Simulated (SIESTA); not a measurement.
Crystal: Ag.

```
Ag
1.0
     0.00000    2.04275    2.04275
     2.04275    0.00000    2.04275
     2.04275    2.04275    0.00000
Ag
1
Direct
  0.00000 0.00000 0.00000
```

Base run:

| Property | Result |
| --- | --- |
| Program | SIESTA 5.4.2 |
| Functional | BLYP |
| Potentials or basis | PseudoDojo 0.4 standard (PBE files) |
| Basis | DZP (energy shift 0.002 Ry) |
| Grid cutoff | 800 Ry |
| Energy shift | 0.002 Ry |
| k mesh | 11 × 11 × 11 |
| Occupations | fermi-dirac, width 0.05 eV |
| Spin | no spin polarisation |

Its results: band gap on the k mesh none (metal or under the smearing width); pressure 12.7 GPa.

**Question.** After a change of settings the same cell gave: band gap on the k mesh none (metal or under the smearing width); pressure 5.5 GPa. Which change was it?
A. functional from BLYP to AM05; potentials or basis from PseudoDojo 0.4 standard (PBE files) to PseudoDojo 0.4 standard (PBEsol files)
B. functional from BLYP to LDA; potentials or basis from PseudoDojo 0.4 standard (PBE files) to PseudoDojo 0.4 standard (LDA files)
C. functional from BLYP to PBE

**Answer.** C.

PBE binds more tightly than BLYP, so the same cell stands under less pressure.

Caveats: semicore shells carry a single zeta, which can move pressures by several GPa and volumes by a few percent; the basis of atomic orbitals isn't converged, which shifts pressures, moduli and gaps; the potentials were made for another functional, which shifts forces and pressure (some runs).
